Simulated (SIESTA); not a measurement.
# BP: single point with PBEsol

Crystal: BP.

```
P B
1.0
     0.00000    2.26900    2.26900
     2.26900    0.00000    2.26900
     2.26900    2.26900    0.00000
P B
1 1
Cartesian
  3.4035 3.4035 3.4035
  0.0000 0.0000 0.0000
```

```json
{
  "Program": "SIESTA 5.4.2",
  "Task": "single point",
  "Functional": "PBEsol",
  "Potentials or basis": "PseudoDojo 0.4 standard (PBEsol files)",
  "Basis": "DZP (energy shift 0.003 Ry)",
  "Grid cutoff": "500 Ry",
  "Energy shift": "0.003 Ry",
  "k mesh": "10 × 10 × 10",
  "Occupations": "fermi-dirac, width 0.05 eV",
  "Spin": "no spin polarisation"
}
```

* Pressure: 1.5 GPa
* Band gap on the k mesh: 1.16 eV, indirect (least direct gap 3.38 eV)
* Hirshfeld charges: P +0.11; B -0.11 e
* Voronoi charges: P +0.19; B -0.19 e

Levels at points of the mesh, in eV from the valence-band top:
| k point | band 1 | band 2 | band 3 | band 4 | band 5 | band 6 | band 7 | band 8 | band 9 |
| --- | --- | --- | --- | --- | --- | --- | --- | --- | --- |
| (0.00, 0.00, 0.00) | -15.46 | 0.00 | 0.00 | 0.00 | 3.38 | 3.38 | 3.38 | 8.85 | 12.09 |
| (0.50, 0.00, 0.00) | -12.15 | -9.07 | -1.76 | -1.76 | 3.82 | 4.67 | 4.67 | 11.48 | 14.79 |
| (0.00, 0.50, 0.00) | -12.15 | -9.07 | -1.76 | -1.76 | 3.82 | 4.67 | 4.67 | 11.48 | 14.79 |
| (0.50, 0.50, 0.00) | -10.64 | -8.56 | -4.11 | -4.11 | 1.27 | 1.55 | 12.09 | 12.09 | 15.55 |
| (0.00, 0.00, 0.50) | -12.15 | -9.07 | -1.76 | -1.76 | 3.82 | 4.67 | 4.67 | 11.48 | 14.79 |
| (0.50, 0.00, 0.50) | -10.64 | -8.56 | -4.11 | -4.11 | 1.27 | 1.55 | 12.09 | 12.09 | 15.55 |
| (0.00, 0.50, 0.50) | -10.64 | -8.56 | -4.11 | -4.11 | 1.27 | 1.55 | 12.09 | 12.09 | 15.55 |
| (0.50, 0.50, 0.50) | -12.15 | -9.07 | -1.76 | -1.76 | 3.82 | 4.67 | 4.67 | 11.48 | 14.79 |

It took 32 s on 1 thread of Arm Neoverse V2, with other jobs on the host, peak memory 0.19 GiB.

Caveat: Mulliken charges of long-ranged orbitals can have an unphysical sign; the basis of atomic orbitals isn't converged, which shifts pressures, moduli and gaps. A k mesh can miss the band edges.
